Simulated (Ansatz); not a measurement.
# MoS2 (R-3m) in Ansatz: further runs

One crystal, MoS2, is run at these levels: PBEsol; tasks: band structure.

Everything below comes from runs of Ansatz 0.2.0. Logs are shortened: lines on timing, memory, paths and dates and some standing lists are left out, and cuts for length are marked.

**1. The structure**

It takes space group R-3m (No. 166, trigonal). Conventional cell: a = 3.171 Å, b = 3.171 Å, c = 18.345 Å, α = 90.00°, β = 90.00°, γ = 120.00°. Mo (site symmetry -3m) has 6 S at 2.39 Å as nearest neighbours. Around S (site symmetry 3m) lie 3 Mo at 2.39 Å.

Measurements of this composition are mostly on another form, of space group No. 194.

**2. Band structure, PBEsol**

Input file input.yaml:

```yaml
crystal:
  lattice:
    - [1.5855, 0.9153888518, 6.1149966667]
    - [-1.5855, 0.9153888518, 6.1149966667]
    - [0.0, -1.8307777036, 6.1149966667]
  atoms:
    - { symbol: Mo, position: [0.0, 0.0, 0.0] }
    - { symbol: S, position: [0.25, 0.25, 0.25] }
    - { symbol: S, position: [0.75, 0.75, 0.75] }
kpoints:
  mp_grid: { grid: [8, 8, 8] }
  band_path:
    path:
      - [0.0, 0.0, 0.0]
      - [0.5, 0.0, 0.0]
      - [0.5, 0.1816058731, -0.1816058731]
    npoints: 10
scf:
  occupations: { method: fermi_dirac, width: 0.05 }
hamiltonian:
  xc: pbesol
  pseudopotentials: { kind: all_electron, lapw: { basis_error: 0.002 } }
output:
  forces: true
  stress: true
  eigenvalues: true
```

Potentials or basis: all-electron LAPW, scalar-relativistic.

Launch:

```console
$ ansatz run input.yaml --threads 2 --pin off --max-ram 8192MiB --backend cpu --events-out ev --progress --plain --runs-dir out
```

Standard output:

```text
Warning: RAYON_NUM_THREADS=2 ignored (pool sized by the plan → 2); use --threads N
LAPW: plane waves up to 8.033 Å⁻¹, error target 2.0e-3 eV per atom; small_component_spin mean_spin; S in spheres of 1.054 Å, 14 of its electrons in bands, Dirac shells []; Mo in spheres of 1.331 Å, 30 of its electrons in bands, Dirac shells [] (how accurate: hamiltonian.pseudopotentials.lapw.basis_error, Limitations)
Engine: ansatz 0.2.0, aarch64-unknown-linux-gnu
Pseudopotentials: kind: all_electron
Pseudopotential: Mo, LAPW, valence charge 30, lapw/all_electron/scalar/gaussian/Mo, Koelling and Harmon's equation, gaussian nucleus
Pseudopotential: S, LAPW, valence charge 14, lapw/all_electron/scalar/gaussian/S, Koelling and Harmon's equation, gaussian nucleus
Functional definition: PBEsol
  exchange = pbesol_x
  correlation = pbesol_c
Crystal: 3 atoms, lattice volume = 53.250 Å³
Basis set: ecut = 245.83412263001304 eV, 453 PW (Γ), FFT grids on a1−a3, a2−a3, a3, exchange–correlation at level 2
Bands: 35, of which v1, the nominal top of the filled ones, is band 29 counted from 1 (28 counted from 0)
Symmetry: 12 space group operations
Space group: R-3m (ITA 166), of the structure as read, at distance tolerance 3.8e-5 Å
k-points: 65 of 512
Non-local potential: Mo, projectors of the file, none
Non-local potential: S, projectors of the file, none
Initial density: superposition of atomic densities (chi_scale 0.1, normalization cell, long waves kept (reshape's long-wave potential 0.15 eV rms))
Initial wavefunctions: plane waves of lowest kinetic energy (no species holds an atomic orbital)
Functional: x = pbesol(κ = 0.804, μ = 0.12345679012345678), c = pbesol(β = 0.046)
iter 1 solved again at ethr=5.82e-3 eV; its pass at ethr=1.00e-1 eV (dr2=3.38e0 eV) is discarded
SCF iter   1: F=—  HF=-131813.839477 eV  |F-HF|=—  |Δ(HF+E_count)|=         —  Δρ=6.55e-2  dr2=3.38e0  ethr=5.82e-3  ⟨swp⟩=2.0  Hψ=15122  notcnv=0
preconditioner: auto → LDOS  [metal: Δε(μ)=0.060 eV  Ē_g=10.334 eV  σ=0.050 eV  W_gap=0.29  n_scr=22 (ndim 8)  ℏωp=21.6 eV  f_vac=0.095  D(μ)=2.06/eV (n_scr^D=16)  β→1.0]
iter 2 solved again at ethr=5.12e-4 eV; its pass at ethr=5.82e-3 eV (dr2=2.97e-1 eV) is discarded
SCF iter   2: F=—  HF=-131812.539760 eV  |F-HF|=—  |Δ(HF+E_count)|=    1.30e0  Δρ=2.32e-2  dr2=3.00e-1  ethr=5.12e-4  ⟨swp⟩=2.0  Hψ=11575  notcnv=0
SCF iter   3: F=—  HF=-131812.436091 eV  |F-HF|=—  |Δ(HF+E_count)|=         —  Δρ=9.58e-3  dr2=5.15e-2  ethr=5.12e-4  ⟨swp⟩=3.0  Hψ=7408  notcnv=0
the basis was enlarged: its passes take 3.3 MiB over the memory plan, 2 of 2 planned eigensolver slots
SCF iter   4: F=—  HF=-131812.398438 eV  |F-HF|=—  |Δ(HF+E_count)|=   3.77e-2  Δρ=3.19e-3  dr2=5.95e-3  ethr=8.88e-5  ⟨swp⟩=2.5  Hψ=6772  notcnv=0
SCF iter   5: F=—  HF=-131812.394571 eV  |F-HF|=—  |Δ(HF+E_count)|=   3.87e-3  Δρ=4.63e-4  dr2=1.15e-4  ethr=1.03e-5  ⟨swp⟩=2.9  Hψ=6521  notcnv=0
SCF iter   6: F=—  HF=-131812.394449 eV  |F-HF|=—  |Δ(HF+E_count)|=   1.23e-4  Δρ=7.73e-5  dr2=3.69e-6  ethr=1.99e-7  ⟨swp⟩=3.0  Hψ=6769  notcnv=0
SCF iter   7: F=—  HF=-131812.394448 eV  |F-HF|=—  |Δ(HF+E_count)|=   6.51e-7  Δρ=1.92e-5  dr2=2.75e-7  ethr=6.37e-9  ⟨swp⟩=3.0  Hψ=6601  notcnv=0
SCF iter   8: F=-131812.394448 eV  HF=-131812.394448 eV  |F-HF|=1.46e-9  |Δ(HF+E_count)|=   9.07e-8  Δρ=2.10e-6  dr2=1.97e-9  ethr=4.74e-10  ⟨swp⟩=2.0  Hψ=6410  notcnv=0
SCF 1 converged in 8 iterations: F = -131812.394448 eV  dr2 = 1.97e-9
NSCF: frozen V_eff on 21 k-points
SCF converged after 8 iterations
Free energy (F): -131812.394448 eV
Harris-Foulkes:  -131812.394448 eV  (|F-HF|=1.46e-9)
Internal energy: -131812.379993 eV  (E = F + TS)
E sigma→0 (E₀):  -131812.387220 eV
Entropy (-TS):   -0.014455 eV (-4.818 meV/atom)
Fermi energy:    12.429273 eV
--- Per-component energies (eV) ---
  E_band       = -6797.921101
  E_kinetic    = 135893.632698
  E_xc         = -4673.409101
  E_electrostatic = -263032.603590  (all electrons and nuclei)
  E_smearing   = -0.014455  (= −TS)
  E_closure    = 0.000000  (closes the sum)
  E_atoms      = -131789.879735  (free atoms, spherical and without spin; not in F)
  Σ components = -131812.394448   (vs F -131812.394448, Δ=0.00e0)
  Basis errors (estimates in eV, not in F): energy 9.3e-4 per atom: plane waves 8.6e-4 (5.0e-4 summed), levels above the bands 5.7e-65, relativity 7.6e-9, radial functions 7.3e-5, core shells 3.4e-7; eigenvalues (radial functions only) 2.7e-6; not estimated: angular momenta, meshes, grids; target (lapw.basis_error) 2.0e-3; muffin-tin radii S 1.054 Å, Mo 1.331 Å
--- Forces (eV/Å), atoms counted from 1 ---
  atom   1  Mo     0.00000000    -0.00000000     0.00000000
  atom   2  S      0.00000000    -0.00000000    -0.74301181
  atom   3  S      0.00000000     0.00000000     0.74301181
  max |Σ_I F_I| component: 1.45e-18 eV/Å
--- Stress (GPa, compression-positive) ---
        1.422387       0.000000       0.000000
        0.000000       1.422387      -0.000000
        0.000000      -0.000000       6.026129
  P = ⅓ Tr σ = 2.9570 GPa (29.570 kbar)
--- Band table (eV; the first three rows and the last of 65) ---
  k-point 0: bands = ["-363.8151", "-363.8151", "-363.7842", "-205.9868", "-205.9868", "-205.9588", "-205.9588", "-205.9521", "-193.2869", "-193.2869", "-138.3599", "-138.3599", "-138.3599", "-138.3599", "-138.3126", "-138.3126", "-49.2356", "-23.3444", "-23.2483", "-23.2483", "-2.7460", "-1.0889", "5.3293", "8.2225", "8.2225", "10.6806", "11.1827", "11.3941", "11.3941", "12.2102", "12.2102", "15.8387", "15.8387", "18.4211", "19.0603"]
  k-point 1: bands = ["-363.8151", "-363.8151", "-363.7842", "-205.9868", "-205.9868", "-205.9588", "-205.9588", "-205.9521", "-193.2869", "-193.2869", "-138.3599", "-138.3599", "-138.3599", "-138.3599", "-138.3126", "-138.3126", "-49.2297", "-23.3324", "-23.3085", "-23.2620", "-2.4898", "-1.0474", "5.6535", "7.7053", "8.3530", "10.1097", "10.7298", "10.8401", "11.3138", "12.4985", "12.8785", "15.2353", "15.6860", "19.4407", "19.8409"]
  k-point 2: bands = ["-363.8151", "-363.8151", "-363.7842", "-205.9868", "-205.9868", "-205.9588", "-205.9588", "-205.9521", "-193.2869", "-193.2869", "-138.3599", "-138.3599", "-138.3599", "-138.3599", "-138.3126", "-138.3126", "-49.2153", "-23.4517", "-23.3029", "-23.2948", "-1.8228", "-0.9125", "6.2907", "7.2639", "8.0734", "8.4456", "10.3562", "10.4387", "10.8632", "13.0653", "13.3360", "15.4061", "15.6409", "19.4564", "20.3090"]
  k-point 64: bands = ["-363.8151", "-363.8151", "-363.7842", "-205.9868", "-205.9868", "-205.9588", "-205.9588", "-205.9521", "-193.2869", "-193.2869", "-138.3599", "-138.3599", "-138.3599", "-138.3599", "-138.3126", "-138.3126", "-49.2356", "-23.3445", "-23.2483", "-23.2483", "-2.4888", "-1.5098", "6.3320", "8.2394", "8.2394", "8.5177", "11.4048", "11.4048", "12.1077", "12.1077", "12.4001", "15.9550", "15.9550", "18.3361", "20.4045"]
```

bands.tsv:

```text
# k_distance	band_0	band_1	band_2	band_3	band_4	band_5	band_6	band_7	band_8	band_9	band_10	band_11	band_12	band_13	band_14	band_15	band_16	band_17	band_18	band_19	band_20	band_21	band_22	band_23	band_24	band_25	band_26	band_27	band_28	band_29	band_30	band_31	band_32	band_33	band_34
[... 28 lines left out ...]
1.876426	-376.244344	-376.244344	-376.213458	-218.416101	-218.416101	-218.388115	-218.388115	-218.381421	-205.716204	-205.716204	-150.789160	-150.789154	-150.789150	-150.789149	-150.741849	-150.741846	-61.619123	-35.973492	-35.937347	-35.680617	-12.917400	-12.812395	-5.946433	-5.891189	-5.469545	-4.438809	-3.843221	-3.378703	0.306129	0.572289	0.913439	3.267366	3.443437	6.781273	7.578662
```

It took 15 s on 2 threads of Arm Neoverse V1, shared host; peak memory 0.43 GiB.

Results:

| Item | Value |
| --- | --- |
| Free energy | -131812.3944 eV |
| Pressure | 3.0 GPa |
| Largest force | 0.743 eV/Å |
| Band gap along the path | none (metal or under the smearing width) |

Forces on the atoms (eV/Å):
```
Mo   0.000  0.000  0.000
S    0.000  0.000 -0.743
S    0.000  0.000  0.743
```

Levels at the corners of the path, in eV from the Fermi level:
```tsv
point	band 25	band 26	band 27	band 28	band 29	band 30	band 31	band 32	band 33	band 34
Γ	-4.21	-1.75	-1.25	-1.04	-1.04	-0.22	-0.22	3.41	3.41	5.99
L	-5.31	-4.34	-2.84	-1.93	-1.59	1.06	1.98	3.43	4.15	5.39
B1	-5.47	-4.44	-3.84	-3.38	0.31	0.57	0.91	3.27	3.44	6.78
```

Caveat: the k mesh is thin for a metal, which can move the energy by tens of meV per atom; the cell's inner coordinates are idealised or old, which leaves forces on the atoms.

**3. Band structure, PBEsol, spin-orbit coupling, no magnetisation**

input.yaml, as its differences from that of step 2:

```diff
@@ -22,2 +22,5 @@
   pseudopotentials: { kind: all_electron, lapw: { basis_error: 0.002 } }
+magnetization:
+  noncollinear: true
+  spin_orbit: true
 output:
```

Potentials or basis: all-electron LAPW, relativistic spinors.

Launch:

```console
$ ansatz run input.yaml --threads 2 --pin off --max-ram 8192MiB --backend cpu --events-out ev --progress --plain --runs-dir out
```

It took 2.7 min on 2 threads of Arm Neoverse V1, shared host; peak memory 0.82 GiB.

It converged, with:

* Free energy: -131828.3669 eV
* Pressure: 3.0 GPa
* Largest force: 0.745 eV/Å
* Band gap along the path: none (metal or under the smearing width)

Forces in eV/Å, atoms in the order of the input:
```
Mo   0.000  0.000  0.000
S    0.000  0.000 -0.745
S    0.000  0.000  0.745
```

Stress tensor (GPa, compression positive):
```
1.44 0.00 0.00
0.00 1.44 0.00
0.00 0.00 6.04
```

Levels at the corners of the path, in eV from the Fermi level:
| point | band 54 | band 55 | band 56 | band 57 | band 58 | band 59 | band 60 | band 61 | band 62 | band 63 |
| --- | --- | --- | --- | --- | --- | --- | --- | --- | --- | --- |
| Γ | -1.27 | -1.03 | -1.03 | -1.01 | -1.01 | -0.26 | -0.26 | -0.17 | -0.17 | 3.40 |
| L | -2.84 | -1.93 | -1.93 | -1.58 | -1.58 | 1.06 | 1.06 | 1.98 | 1.98 | 3.43 |
| B1 | -3.84 | -3.38 | -3.38 | 0.30 | 0.30 | 0.58 | 0.58 | 0.92 | 0.92 | 3.27 |

Caveat: the k mesh is thin for a metal, which can move the energy by tens of meV per atom; the cell's inner coordinates are idealised or old, which leaves forces on the atoms.
